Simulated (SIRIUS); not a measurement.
W in SIRIUS: the effect of potentials

W:

```
W
1.0
    -1.58234    1.58234    1.58234
     1.58234   -1.58234    1.58234
     1.58234    1.58234   -1.58234
W
1
Direct
  0.00000 0.00000 0.00000
```

Alike in all runs:

- Program: SIRIUS 7.12.0
- Task: single point
- Functional: PBE
- k mesh: 12 × 12 × 12
- Occupations: fermi-dirac, width 0.05 eV
- Spin: no spin polarisation

```tsv
potentials	cutoff	pressure (GPa)
PseudoDojo 0.4.1 PBE standard (scalar relativistic)	1030 eV	5.9
PseudoDojo 0.5 PBE standard (scalar relativistic)	1030 eV	5.9
PseudoDojo 0.5 PBE stringent (scalar relativistic)	1030 eV	5.9
GBRV 1.5 PBE (ultrasoft)	557 eV	?
SPMS 1.0 PBE (norm-conserving)	1030 eV	5.9
SSSP 1.3.0 PBE efficiency	828 eV	6.1
SG15 1.2 PBE (norm-conserving)	1102 eV	6.2
```

**Question.** What does the run with potentials GBRV 1.5 PBE (ultrasoft) give?

**Answer.** Pressure 2.7 GPa.

The runs don't all hold the same shells in valence.
